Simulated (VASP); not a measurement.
# AgCl (Fmm2) in VASP: notebook, part 2 of 2

VASP 6.6.1. Earlier steps stand in the parts before.

## Step 4: Single point, PBE (mode 4 frozen in at -0.383 Å, equal normal strain along x and y +0.0267)

INCAR

```
ALGO = Normal
EDIFF = 1E-7
ENCUT = 520
GGA = PE
ISIF = 2
ISMEAR = 0
LASPH = True
LCHARG = True
LELF = True
LREAL = False
LVHAR = True
LWAVE = False
NBANDS = 16
NELM = 100
PREC = Accurate
SIGMA = 0.05
```

KPOINTS

```
k-points
0
Gamma
  8 8 8
```

POSCAR

```
AgCl
1.0
    0.0000000000      2.8809436609      2.8060228508
    2.8809436609      0.0000000000      2.8060228508
    2.8809436609      2.8809436609      0.0000000000
Ag Cl
1 1
Direct
    0.4775480680      0.5224519320      0.5224519320
    0.0683173339     -0.0683173339     -0.0683173339
```

Potentials or basis: VASP PAW PBE potentials, release 64 (Ag, Cl).

Run with:

```
> cat potpaw_PBE.64/Ag/POTCAR potpaw_PBE.64/Cl/POTCAR > POTCAR
> mpirun -np 1 vasp_std > vasp.out
```

OUTCAR:

```text
EDIFF = 1E-7
   ENCUT = 520
   GGA = PE
   ISIF = 2
   ISMEAR = 0
   LASPH = True
   LREAL = False
   NELM = 100
   PREC = Accurate

 ion  position               nearest neighbor table
   1  0.478  0.522  0.522-   2 2.36   2 2.85   2 2.85   2 2.93   2 2.93
   2  0.068  0.932  0.932-   1 2.36   1 2.85   1 2.85   1 2.93   1 2.93

  LATTYP: Found a body centered tetragonal cell.
 ALAT       =     4.0742695977
 C/A-ratio  =     1.3774360206

  Lattice vectors:

 A1 = (   0.0000000000,  -2.8809436609,  -2.8060228508)
 A2 = (   0.0000000000,   2.8809436609,  -2.8060228508)
 A3 = (   2.8809436609,   0.0000000000,   2.8060228508)

Analysis of symmetry for initial positions (statically):
=====================================================================
 Subroutine PRICEL returns:
 Original cell was already a primitive cell.

 Routine SETGRP: Setting up the symmetry group for a
 body centered tetragonal supercell.

 Subroutine GETGRP returns: Found  4 space group operations
 (whereof  4 operations were pure point group operations)
 out of a pool of 16 trial point group operations.

The static configuration has the point symmetry C_2v.

Analysis of symmetry for dynamics (positions and initial velocities):
=====================================================================
 Subroutine PRICEL returns:
 Original cell was already a primitive cell.

 Routine SETGRP: Setting up the symmetry group for a
 body centered tetragonal supercell.

 Subroutine GETGRP returns: Found  4 space group operations
 (whereof  4 operations were pure point group operations)
 out of a pool of 16 trial point group operations.

The dynamic configuration has the point symmetry C_2v.

 Subroutine INISYM returns: Found  4 space group operations
 (whereof  4 operations are pure point group operations),
 and found     1 'primitive' translations

[... 115 lines left out ...]
  volume/ion in A,a.u.               =      23.29       157.17
  Fermi-wavevector in a.u.,A,eV,Ry     =   1.192437  2.253379 19.346204  1.421906
  Thomas-Fermi vector in A             =   2.328475
   LORBIT       =      0    0 simple, 1 ext, 2 COOP (PROOUT), +10 PAW based schemes
   GGA     = PE    functional components
   LHFCALC =     F    Hartree Fock is set to
   AEXX    =    0.0000 exact exchange contribution
   IVDW    =     0    specifies the selected vdW correction
   LEPSILON=     F    determine dielectric tensor
   LRPA    =     F    only Hartree local field effects (RPA)
 non-spin polarized calculation
 Gauss-broadening in eV      SIGMA  =   0.05
  energy-cutoff  :      520.00
  volume of cell :       46.58
 maximum number of plane-waves:      1275
 NGX is ok and might be reduce to    30
   NGX = 15   NGY = 15   NGZ = 15

 number of electron      17.9999999 magnetization

 Free energy of the ion-electron system (eV)
  ---------------------------------------------------
  ext. energy  EPLUGINS =         0.00000000
  ---------------------------------------------------
  free energy    TOTEN  =        -5.23310815 eV

  energy without entropy =       -5.23310815  energy(sigma->0) =       -5.23310815

 E-fermi :   2.9331     XC(G=0):  -9.4612

 val. band max:        2.6844267886   @ k =  -0.2500   0.0000   0.1250
 cond. band min:       3.8725471579   @ k =   0.0000   0.0000   0.0000
 fundamental gap:      1.1881203693
 Fermi energy:         2.9331097086

 k-point     1 :       0.0000    0.0000    0.0000
  band No.  band energies     occupation
      1     -11.9899      2.00000
      2      -1.0412      2.00000
      3      -0.3362      2.00000
      4      -0.2129      2.00000
      5       0.6163      2.00000
      6       0.6738      2.00000
[... 433 lines left out ...]
      3      -0.7020      2.00000
      4      -0.5549      2.00000
      5       0.6259      2.00000
      6       0.6676      2.00000
[... 8 lines left out ...]
     15      15.6228      0.00000
     16      16.6778      0.00000

 [... further k-points ...]

------------------------ aborting loop because EDIFF is reached ----------------------------------------

  FORCE on cell =-STRESS in cart. coord.  units (eV):
  Direction    XX          YY          ZZ          XY          YZ          ZX
  --------------------------------------------------------------------------------------
  -------------------------------------------------------------------------------------
  Total        2.4717656     -0.4295168     -0.3966853      0.0000000      0.0000000      0.0000000
  in kB       85.0211807    -14.7740651    -13.6447635      0.0000000      0.0000000      0.0000000
  external PRESSURE =      18.8674507 kB  Pullay stress =       0.0000000 kB

 VOLUME and BASIS-vectors are now :
 -----------------------------------------------------------------------------
  energy-cutoff  :      520.00
  volume of cell :       46.58
      direct lattice vectors                 reciprocal lattice vectors
     0.000000000  2.880943661  2.806022851    -0.173554244  0.173554244  0.178188143
     2.880943661  0.000000000  2.806022851     0.173554244 -0.173554244  0.178188143
     2.880943661  2.880943661  0.000000000     0.173554244  0.173554244 -0.178188143

 POSITION                                       TOTAL-FORCE (eV/Angst)
 -----------------------------------------------------------------------------------
      3.01031      2.88094      2.80602        -1.084912      0.000000      0.000000
      5.36825      2.88094      2.80602         1.084912      0.000000      0.000000
 -----------------------------------------------------------------------------------
    total drift:                               -0.000553      0.000000      0.000000

  FREE ENERGIE OF THE ION-ELECTRON SYSTEM (eV)
  ---------------------------------------------------
  free  energy   TOTEN  =        -5.2331081547 eV

  energy  without entropy=       -5.2331081547  energy(sigma->0) =       -5.23310815
```

Wall time 36 s (1 thread of Intel Xeon Platinum 8488C (Sapphire Rapids), shared host); peak memory 0.21 GiB.

Results:

| Quantity | Value |
| --- | --- |
| Free energy | -5.2331 eV |
| Pressure | 1.9 GPa |
| Largest force | 1.085 eV/Å |
| Band gap on the k mesh | 1.19 eV, indirect (least direct gap 1.60 eV) |

Forces on the atoms (eV/Å):
```
Ag  -1.085  0.000  0.000
Cl   1.085  0.000  0.000
```

Stress tensor (GPa, compression positive):
```
 8.50  0.00  0.00
 0.00 -1.48  0.00
 0.00  0.00 -1.36
```

Levels at points of the mesh, in eV from the valence-band top:
| k point | band 7 | band 8 | band 9 | band 10 | band 11 | band 12 |
| --- | --- | --- | --- | --- | --- | --- |
| (0.00, 0.00, 0.00) | -1.01 | -0.98 | -0.41 | 1.19 | 10.08 | 10.13 |
| (0.50, 0.00, 0.00) | -1.52 | -0.15 | -0.03 | 4.75 | 6.10 | 8.09 |
| (0.50, 0.50, 0.00) | -1.67 | -1.29 | -1.09 | 2.82 | 7.24 | 8.61 |
| (0.50, 0.00, 0.50) | -1.68 | -1.27 | -0.98 | 2.82 | 7.40 | 8.34 |
| (0.00, 0.50, 0.50) | -1.77 | -1.75 | -1.74 | 2.86 | 8.25 | 8.98 |

Caveat: forces of over 1 eV/Å show positions far from the minimum, so gaps and moduli don't describe the material at rest. A k mesh can miss the band edges.

## Step 5: Overview

| cell | gap on the mesh (eV) | pressure (GPa) | largest force (eV/Å) |
| --- | --- | --- | --- |
| mode 4 frozen in at -0.511 Å, equal normal strain along x and y +0.0133 | 1.28 | 8.6 | 3.32 |
| mode 4 frozen in at -0.511 Å, equal normal strain along x and y -0.0400 | 1.32 | 19.9 | 5.88 |
| mode 4 frozen in at -0.383 Å, equal normal strain along x and y +0.0267 | 1.19 | 1.9 | 1.08 |

Alike in all rows: task single point; level PBE; potentials or basis VASP PAW PBE potentials, release 64 (Ag, Cl); no spin polarisation; k mesh 8 × 8 × 8; cutoff (eV) 520; smearing gaussian 0.05 eV.

Caveats: forces of over 1 eV/Å show positions far from the minimum, so gaps and moduli don't describe the material at rest; so large a pressure means that the cell lies far from this level's equilibrium, or that cutoff or potentials fall short (some runs).

Total energies depend on the potentials used, so only differences within one code and one set of settings carry meaning.
